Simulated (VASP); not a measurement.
# Se (P3_121) in VASP: band structure with PBE

Aim: the band structure of Se with PBE.

All numbers are computed with VASP 6.6.1; they aren't measurements. Logs are shortened: lines on timing, memory, paths and dates and some standing lists are left out, and cuts for length are marked.

## Step 1: The crystal as given

It takes space group P3_121 (No. 152, trigonal). The conventional cell has a = 4.366 Å, b = 4.366 Å, c = 4.954 Å, α = 90.00°, β = 90.00°, γ = 120.00°. Se (site symmetry 2) has 2 Se at 2.37 Å as nearest neighbours.

## Step 2: Band structure, PBE

INCAR

```
SYSTEM = Se
  ALGO = Fast
  EDIFF = 1E-7
  ENCUT = 520
  GGA = PE
  ISIF = 2
  ISMEAR = 0
  LASPH = .True.
  LCHARG = .False.
  LREAL = .False.
  LWAVE = .False.
  NBANDS = 16
  NELM = 60
  PREC = Accurate
  SIGMA = 0.02
```

KPOINTS

```
k-points
0
Gamma
  9 9 8
  0 0 0
```

POSCAR

```
Se
1.0
    4.3662000000      0.0000000000      0.0000000000
   -2.1831000000      3.7812401200      0.0000000000
    0.0000000000      0.0000000000      4.9536000000
Se
3
Direct
    0.2254000000      0.0000000000      0.3333333300
    0.0000000000      0.2254000000      0.6666666700
    0.7746000000      0.7746000000      0.0000000000
```

KPOINTS_OPT

```
path GMKGALHA,LM,KH
20
line-mode
reciprocal
 0.0000000000  0.0000000000  0.0000000000  G
 0.5000000000  0.0000000000  0.0000000000  M

 0.5000000000  0.0000000000  0.0000000000  M
 0.3333333333  0.3333333333  0.0000000000  K

 0.3333333333  0.3333333333  0.0000000000  K
 0.0000000000  0.0000000000  0.0000000000  G

 0.0000000000  0.0000000000  0.0000000000  G
 0.0000000000  0.0000000000  0.5000000000  A

 0.0000000000  0.0000000000  0.5000000000  A
 0.5000000000  0.0000000000  0.5000000000  L

 0.5000000000  0.0000000000  0.5000000000  L
 0.3333333333  0.3333333333  0.5000000000  H

 0.3333333333  0.3333333333  0.5000000000  H
 0.0000000000  0.0000000000  0.5000000000  A

 0.5000000000  0.0000000000  0.5000000000  L
 0.5000000000  0.0000000000  0.0000000000  M

 0.3333333333  0.3333333333  0.0000000000  K
 0.3333333333  0.3333333333  0.5000000000  H
```

Potentials or basis: VASP PAW PBE potentials, release 64 (Se).

Launch:

```bash
> cat potpaw_PBE.64/Se/POTCAR > POTCAR
> mpirun -np 1 vasp_std > vasp.out
```

OUTCAR:

```text
SYSTEM = Se
   EDIFF = 1E-7
   ENCUT = 520
   GGA = PE
   ISIF = 2
   ISMEAR = 0
   LASPH = .True.
   LREAL = .False.
   NELM = 60
   PREC = Accurate

 ion  position               nearest neighbor table
   1  0.225  0.000  0.333-   3 2.37   2 2.37
   2  0.000  0.225  0.667-   3 2.37   1 2.37
   3  0.775  0.775  0.000-   1 2.37   2 2.37

  LATTYP: Found a hexagonal cell.
 ALAT       =     4.3662000000
 C/A-ratio  =     1.1345334616

  Lattice vectors:

 A1 = (   4.3662000000,   0.0000000000,   0.0000000000)
 A2 = (  -2.1831000000,   3.7812401200,   0.0000000000)
 A3 = (   0.0000000000,   0.0000000000,   4.9536000000)

Analysis of symmetry for initial positions (statically):
=====================================================================
 Subroutine PRICEL returns:
 Original cell was already a primitive cell.

 Routine SETGRP: Setting up the symmetry group for a
 hexagonal supercell.

 Subroutine GETGRP returns: Found  6 space group operations
 (whereof  2 operations were pure point group operations)
 out of a pool of 24 trial point group operations.

The static configuration has the point symmetry C_2 .
 The point group associated with its full space group is D_3 .

Analysis of symmetry for dynamics (positions and initial velocities):
=====================================================================
 Subroutine PRICEL returns:
 Original cell was already a primitive cell.

 Routine SETGRP: Setting up the symmetry group for a
 hexagonal supercell.

 Subroutine GETGRP returns: Found  6 space group operations
 (whereof  2 operations were pure point group operations)
 out of a pool of 24 trial point group operations.

The dynamic configuration has the point symmetry C_2 .
 The point group associated with its full space group is D_3 .

 Subroutine INISYM returns: Found  6 space group operations
 (whereof  2 operations are pure point group operations),
 and found     1 'primitive' translations

----------------------------------------------------------------------------------------

                                     Primitive cell

  volume of cell :      81.7822

  direct lattice vectors                    reciprocal lattice vectors
     4.366200000  0.000000000  0.000000000     0.229032110  0.132231750  0.000000000
    -2.183100000  3.781240120  0.000000000     0.000000000  0.264463501  0.000000000
     0.000000000  0.000000000  4.953600000     0.000000000  0.000000000  0.201873385

  length of vectors
     4.366200000  4.366200002  4.953600000     0.264463501  0.264463501  0.201873385

  position of ions in fractional coordinates (direct lattice)
     0.225400000  0.000000000  0.333333330
     0.000000000  0.225400000  0.666666670
     0.774600000  0.774600000  0.000000000

  ion indices of the primitive-cell ions
   primitive index   ion index
                 1           1
                 2           2
                 3           3

----------------------------------------------------------------------------------------

 KPOINTS: k-points

Automatic generation of k-mesh.
 Grid dimensions read from file:
 generate k-points for:    9    9    8

 Generating k-lattice:

  Cartesian coordinates                     Fractional coordinates (reciprocal lattice)
     0.025448012  0.014692417  0.000000000     0.111111111  0.000000000  0.000000000
     0.000000000  0.029384833  0.000000000     0.000000000  0.111111111  0.000000000
     0.000000000  0.000000000  0.025234173     0.000000000  0.000000000  0.125000000

  Length of vectors
     0.029384833  0.029384833  0.025234173

  Shift w.r.t. Gamma in fractional coordinates (k-lattice)
     0.000000000  0.000000000  0.000000000

 Subroutine IBZKPT returns following result:
 ===========================================

 Found     81 irreducible k-points:

 Following reciprocal coordinates:
            Coordinates               Weight
  0.000000  0.000000  0.000000      1.000000
  0.111111  0.000000  0.000000      6.000000
  0.222222  0.000000  0.000000      6.000000
  0.333333 -0.000000  0.000000      6.000000
  0.444444  0.000000  0.000000      6.000000
  0.111111  0.111111  0.000000      6.000000
[... 16 lines left out ...]
  0.222222  0.111111  0.125000     12.000000
 -0.111111  0.333333  0.125000     12.000000
 [... further k-points ...]
   k-points           NKPTS =     81   k-points in BZ     NKDIM =     81   number of bands    NBANDS=     16
   number of dos      NEDOS =    301   number of ions     NIONS =      3
   total plane-waves  NPLWV =  40960
   dimension x,y,z NGX =    32 NGY =   32 NGZ =   40
   dimension x,y,z NGXF=    64 NGYF=   64 NGZF=   80
   ions per type =               3
   NGX,Y,Z   is equivalent  to a cutoff of  12.18, 12.18, 13.42 a.u.
   NGXF,Y,Z  is equivalent  to a cutoff of  24.37, 24.37, 26.85 a.u.
 SYSTEM =  Se
   PREC   = accura    normal or accurate (medium, high low for compatibility)
   ISTART =      0    job   : 0-new  1-cont  2-samecut
   ICHARG =      2    charge: 1-file 2-atom 10-const
   ISPIN  =      1    spin polarized calculation?
   LNONCOLLINEAR =      F non collinear calculations
   LSORBIT =      F    spin-orbit coupling
   LASPH  =      T    aspherical Exc in radial PAW
   ENCUT  =  520.0 eV  38.22 Ry    6.18 a.u.   8.12  8.12  9.21*2*pi/ulx,y,z
   NELM   =     60;   NELMIN=  2; NELMDL= -5     # of ELM steps
   EDIFF  = 0.1E-06   stopping-criterion for ELM
   LREAL  =      F    real-space projection
   EDIFFG = 0.1E-05   stopping-criterion for IOM
   NSW    =      0    number of steps for IOM
   IBRION =     -1    ionic relax: 0-MD 1-quasi-New 2-CG
   NFREE  =      0    steps in history (QN), initial steepest desc. (CG)
   ISIF   =      2    stress and relaxation
   ISYM   =      2    0-nonsym 1-usesym 2-fastsym
   POTIM  = 0.5000    time-step for ionic-motion
   TEBEG  =    0.0;   TEEND  =   0.0 temperature during run
   PSTRESS=    0.0 pullay stress
   NELECT =      18.0000    total number of electrons
   NUPDOWN=      -1.0000    fix difference up-down
   EMIN   =  10.00;   EMAX   =-10.00  energy-range for DOS
   EFERMI =   0.00;   METHOD = LEGACY
   ISMEAR =     0;   SIGMA  =   0.02  broadening in eV -4-tet -1-fermi 0-gaus
   EFERMI_NEDOS =   21; number of points for ismear=-14 and -15
   IALGO  =     68    algorithm
   IMIX   =      4    mixing-type and parameters
     AMIX     =   0.40;   BMIX     =  1.00
     AMIX_MAG =   1.60;   BMIX_MAG =  1.00
  volume/ion in A,a.u.               =      27.26       183.96
  Fermi-wavevector in a.u.,A,eV,Ry     =   0.988430  1.867862 13.292817  0.976995
  Thomas-Fermi vector in A             =   2.119956
   LORBIT       =      0    0 simple, 1 ext, 2 COOP (PROOUT), +10 PAW based schemes
   GGA     = PE    functional components
   LHFCALC =     F    Hartree Fock is set to
   AEXX    =    0.0000 exact exchange contribution
   IVDW    =     0    specifies the selected vdW correction
   LEPSILON=     F    determine dielectric tensor
   LRPA    =     F    only Hartree local field effects (RPA)
 non-spin polarized calculation
 RMM-DIIS sequential band-by-band and
 Gauss-broadening in eV      SIGMA  =   0.02
  energy-cutoff  :      520.00
  volume of cell :       81.78
 maximum number of plane-waves:      2220
   NGX = 17   NGY = 17   NGZ = 19

 number of electron      18.0000001 magnetization

 Free energy of the ion-electron system (eV)
  ---------------------------------------------------
  ext. energy  EPLUGINS =         0.00000000
  ---------------------------------------------------
  free energy    TOTEN  =       -10.46993987 eV

  energy without entropy =      -10.46993987  energy(sigma->0) =      -10.46993987

 E-fermi :   2.7811     XC(G=0):  -8.8423

 val. band max:        2.6835053412   @ k =   0.4444   0.1111   0.5000
 cond. band min:       3.7010660696   @ k =   0.3333   0.3333   0.5000
 fundamental gap:      1.0175607284
 Fermi energy:         2.7810885709

 k-point     1 :       0.0000    0.0000    0.0000
  band No.  band energies     occupation
      1     -13.1746      2.00000
      2      -9.0519      2.00000
      3      -9.0519      2.00000
      4      -1.1591      2.00000
      5      -1.1591      2.00000
      6      -1.0822      2.00000
[... 8 lines left out ...]
     15       9.1619      0.00000
     16      11.0598      0.00000

 k-point     2 :       0.1111    0.0000    0.0000
  band No.  band energies     occupation
      1     -13.1264      2.00000
      2      -9.0955      2.00000
      3      -9.0472      2.00000
      4      -1.5928      2.00000
      5      -1.3277      2.00000
      6      -0.9092      2.00000
[... 8 lines left out ...]
     15       9.6176      0.00000
     16      11.0057      0.00000

 k-point     3 :       0.2222    0.0000    0.0000
  band No.  band energies     occupation
      1     -12.9964      2.00000
      2      -9.2218      2.00000
      3      -9.0352      2.00000
      4      -2.0754      2.00000
      5      -1.6211      2.00000
      6      -0.9103      2.00000
[... 8 lines left out ...]
     15      10.4447      0.00000
     16      11.3016      0.00000

 k-point     4 :       0.3333   -0.0000    0.0000
  band No.  band energies     occupation
      1     -12.8315      2.00000
      2      -9.3957      2.00000
      3      -9.0209      2.00000
      4      -2.3658      2.00000
      5      -1.8710      2.00000
      6      -0.9235      2.00000
[... 8 lines left out ...]
     15      11.2213      0.00000
     16      12.1842      0.00000

 k-point     5 :       0.4444    0.0000    0.0000
  band No.  band energies     occupation
      1     -12.7110      2.00000
      2      -9.5296      2.00000
      3      -9.0113      2.00000
      4      -2.4668      2.00000
      5      -2.0177      2.00000
      6      -0.8161      2.00000
[... 8 lines left out ...]
     15      12.0732      0.00000
     16      12.6159      0.00000

 k-point     6 :       0.1111    0.1111    0.0000
  band No.  band energies     occupation
      1     -13.0371      2.00000
      2      -9.1731      2.00000
      3      -9.0471      2.00000
      4      -1.9250      2.00000
      5      -1.6266      2.00000
      6      -0.8261      2.00000
[... 8 lines left out ...]
     15      10.1864      0.00000
     16      10.9684      0.00000
[... 267 lines left out ...]
 k-point    21 :       0.0000    0.4444    0.1250
  band No.  band energies     occupation
      1     -12.6420      2.00000
      2      -9.9437      2.00000
      3      -8.6512      2.00000
      4      -2.4570      2.00000
      5      -2.2494      2.00000
      6      -0.9308      2.00000
[... 8 lines left out ...]
     15      12.3202      0.00000
     16      12.5776      0.00000

 k-point    22 :       0.1111    0.1111    0.1250
  band No.  band energies     occupation
      1     -12.9643      2.00000
      2      -9.8781      2.00000
      3      -8.3778      2.00000
      4      -1.9357      2.00000
      5      -1.6821      2.00000
      6      -0.7676      2.00000
[... 8 lines left out ...]
     15      10.1208      0.00000
     16      11.0763      0.00000

 k-point    23 :       0.2222    0.1111    0.1250
  band No.  band energies     occupation
      1     -12.8178      2.00000
      2      -9.8782      2.00000
      3      -8.5392      2.00000
      4      -2.2515      2.00000
      5      -1.8989      2.00000
      6      -0.7208      2.00000
[... 8 lines left out ...]
     15      10.6373      0.00000
     16      11.5362      0.00000

 k-point    24 :      -0.1111    0.3333    0.1250
  band No.  band energies     occupation
      1     -12.8167      2.00000
      2      -9.8964      2.00000
      3      -8.5085      2.00000
      4      -2.2845      2.00000
      5      -2.0026      2.00000
      6      -0.8045      2.00000
[... 8 lines left out ...]
     15      10.9584      0.00000
     16      12.0130      0.00000

 [... further k-points ...]

------------------------ aborting loop because EDIFF is reached ----------------------------------------

  FORCE on cell =-STRESS in cart. coord.  units (eV):
  Direction    XX          YY          ZZ          XY          YZ          ZX
  --------------------------------------------------------------------------------------
  -------------------------------------------------------------------------------------
  Total        1.1748411      1.1748411      2.1065851      0.0000000      0.0000000      0.0000000
  in kB       23.0160558     23.0160558     41.2696494      0.0000000      0.0000000      0.0000000
  external PRESSURE =      29.1005870 kB  Pullay stress =       0.0000000 kB

 VOLUME and BASIS-vectors are now :
 -----------------------------------------------------------------------------
  energy-cutoff  :      520.00
  volume of cell :       81.78
      direct lattice vectors                 reciprocal lattice vectors
     4.366200000  0.000000000  0.000000000     0.229032110  0.132231750  0.000000000
    -2.183100000  3.781240120  0.000000000     0.000000000  0.264463501  0.000000000
     0.000000000  0.000000000  4.953600000     0.000000000  0.000000000  0.201873385

 POSITION                                       TOTAL-FORCE (eV/Angst)
 -----------------------------------------------------------------------------------
      0.98414      0.00000      1.65120         0.433390      0.000000      0.000000
     -0.49207      0.85229      3.30240        -0.216695      0.375327     -0.000000
      1.69103      2.92895      0.00000        -0.216695     -0.375327     -0.000000
 -----------------------------------------------------------------------------------
    total drift:                                0.000003     -0.000004      0.000000

  FREE ENERGIE OF THE ION-ELECTRON SYSTEM (eV)
  ---------------------------------------------------
  free  energy   TOTEN  =       -10.4699398674 eV

  energy  without entropy=      -10.4699398674  energy(sigma->0) =      -10.46993987
```

Run time: 3.5 min. Hardware: 1 thread of Intel Xeon Platinum 8259CL at 2.50GHz (Skylake/Cascade Lake), shared host; peak memory 0.29 GiB.

Results:

```yaml
Free_energy: -10.4699 eV
Pressure: 2.9 GPa
Largest_force: 0.433 eV/Å
Band_gap_on_the_k_mesh: 1.02 eV, indirect (least direct gap 1.24 eV)
Band_gap_along_the_path: 1.01 eV, indirect (least direct gap 1.20 eV)
```

Forces on the atoms (eV/Å):
```
Se   0.433  0.000  0.000
Se  -0.217  0.375  0.000
Se  -0.217 -0.375  0.000
```

Levels at the corners of the path, in eV from the valence-band top:
| point | band 5 | band 6 | band 7 | band 8 | band 9 | band 10 | band 11 | band 12 | band 13 | band 14 |
| --- | --- | --- | --- | --- | --- | --- | --- | --- | --- | --- |
| Γ | -3.85 | -3.77 | -2.07 | -2.07 | -0.43 | 1.87 | 1.87 | 2.16 | 6.16 | 6.47 |
| M | -4.73 | -3.46 | -2.91 | -1.80 | -1.02 | 1.92 | 2.32 | 4.10 | 5.26 | 7.66 |
| M | -4.73 | -3.46 | -2.91 | -1.80 | -1.02 | 1.92 | 2.32 | 4.10 | 5.26 | 7.66 |
| K | -5.00 | -2.84 | -2.84 | -2.71 | -1.65 | 3.05 | 3.05 | 3.72 | 5.87 | 7.68 |
| K | -5.00 | -2.84 | -2.84 | -2.71 | -1.65 | 3.05 | 3.05 | 3.72 | 5.87 | 7.68 |
| Γ | -3.85 | -3.77 | -2.07 | -2.07 | -0.43 | 1.87 | 1.87 | 2.16 | 6.16 | 6.47 |
| Γ | -3.85 | -3.77 | -2.07 | -2.07 | -0.43 | 1.87 | 1.87 | 2.16 | 6.16 | 6.47 |
| A | -3.40 | -3.40 | -1.57 | -1.57 | -1.14 | 1.20 | 1.20 | 1.26 | 6.25 | 7.24 |
| A | -3.40 | -3.40 | -1.57 | -1.57 | -1.14 | 1.20 | 1.20 | 1.26 | 6.25 | 7.24 |
| L | -4.45 | -4.26 | -1.94 | -1.39 | 0.00 | 1.63 | 2.70 | 2.95 | 6.25 | 7.91 |
| L | -4.45 | -4.26 | -1.94 | -1.39 | 0.00 | 1.63 | 2.70 | 2.95 | 6.25 | 7.91 |
| H | -4.97 | -4.97 | -1.01 | -0.23 | -0.23 | 1.01 | 2.71 | 2.71 | 6.63 | 7.93 |
| H | -4.97 | -4.97 | -1.01 | -0.23 | -0.23 | 1.01 | 2.71 | 2.71 | 6.63 | 7.93 |
| A | -3.40 | -3.40 | -1.57 | -1.57 | -1.14 | 1.20 | 1.20 | 1.26 | 6.25 | 7.24 |
| L | -4.45 | -4.26 | -1.94 | -1.39 | 0.00 | 1.63 | 2.70 | 2.95 | 6.25 | 7.91 |
| M | -4.73 | -3.46 | -2.91 | -1.80 | -1.02 | 1.92 | 2.32 | 4.10 | 5.26 | 7.66 |
| K | -5.00 | -2.84 | -2.84 | -2.71 | -1.65 | 3.05 | 3.05 | 3.72 | 5.87 | 7.68 |
| H | -4.97 | -4.97 | -1.01 | -0.23 | -0.23 | 1.01 | 2.71 | 2.71 | 6.63 | 7.93 |
